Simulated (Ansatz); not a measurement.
**Pb: projected density of states with RPBE**

Pb:

```
Pb
1.0
    -0.02035    2.46594    2.59287
     2.37686    0.04430    2.52821
     2.43812    2.46254   -0.01695
Pb
1
Direct
  0.00000 0.00000 0.00000
```

The cell isn't the ideal one: cell strained at random.

- Program: Ansatz 0.2.0
- Task: projected density of states
- Functional: RPBE
- Potentials or basis: all-electron LAPW, non-relativistic
- Cutoff: 151 eV (chosen from the basis error)
- Basis error allowed: 0.002 eV/atom
- k mesh: 7 × 7 × 7
- Occupations: cold, width 0.1 eV
- Spin: non-collinear spin, ferromagnetic start
- Starting moments: [[0.354, 0.354, 0.0]] μB
- Basis xc grid: 4

```
Pressure                : 6.1 GPa
Band gap along the path : none (metal or under the smearing width)
Net moment              : 0.00 μB per cell
Absolute moment         : 0.00 μB per cell
```

Stress tensor (GPa, compression positive):
```
 5.62 -0.46  1.03
-0.46  6.80 -0.93
 1.03 -0.93  5.88
```

Levels at the corners of the path, in eV from the Fermi level:
```tsv
point	band 31	band 32	band 33	band 34	band 35	band 36	band 37	band 38
X	-20.23	-20.23	-6.05	-6.05	-4.79	-4.79	5.39	5.39
Γ	-20.32	-20.32	-10.44	-10.44	7.19	7.19	7.35	7.35
Y	-20.23	-20.23	-6.05	-6.05	-4.78	-4.78	5.12	5.12
```

States per cell in windows of 1 eV (zero at the Fermi level; states under -8 eV left out):
| from (eV) | total | Pb1 6p | Pb1 6s | Pb1 5d | Pb1 5s | Pb1 5p | Pb1 4s |
| --- | --- | --- | --- | --- | --- | --- | --- |
| -8.0 | 0.31 | 0.14 | 0.17 | 0.00 | 0.00 | 0.00 | 0.00 |
| -7.0 | 0.42 | 0.17 | 0.25 | 0.00 | 0.00 | 0.00 | 0.00 |
| -6.0 | 0.48 | 0.17 | 0.30 | 0.00 | 0.00 | 0.00 | 0.00 |
| -5.0 | 0.34 | 0.11 | 0.22 | 0.00 | 0.00 | 0.00 | 0.00 |
| -4.0 | 0.27 | 0.20 | 0.06 | 0.00 | 0.00 | 0.00 | 0.00 |
| -3.0 | 0.67 | 0.52 | 0.14 | 0.00 | 0.00 | 0.00 | 0.00 |
| -2.0 | 0.46 | 0.33 | 0.12 | 0.00 | 0.00 | 0.00 | 0.00 |
| -1.0 | 0.56 | 0.42 | 0.11 | 0.00 | 0.00 | 0.00 | 0.00 |
| 0.0 | 0.62 | 0.50 | 0.09 | 0.00 | 0.00 | 0.00 | 0.00 |
| 1.0 | 0.77 | 0.64 | 0.08 | 0.00 | 0.00 | 0.00 | 0.00 |
| 2.0 | 0.76 | 0.65 | 0.05 | 0.00 | 0.00 | 0.00 | 0.00 |
| 3.0 | 0.69 | 0.59 | 0.04 | 0.00 | 0.00 | 0.00 | 0.00 |
| 4.0 | 0.57 | 0.48 | 0.03 | 0.00 | 0.00 | 0.00 | 0.00 |
| 5.0 | 0.51 | 0.33 | 0.02 | 0.00 | 0.00 | 0.00 | 0.00 |

Moments on the atoms (μB; x, y, z):
```
Pb  0.00 0.00 0.00
```

Run time: 43 s on 1 thread of AMD EPYC 9R45 96-Core Processor (Zen 5), with other jobs on the host, peak memory 0.74 GiB.

Caveat: the program listed the state as in doubt; the k mesh is thin for a metal, which can move the energy by tens of meV per atom; relativity is left out, which matters for the heavier elements; spin-orbit coupling is left out, which moves the levels of the heavy elements; the starting moments weren't kept.
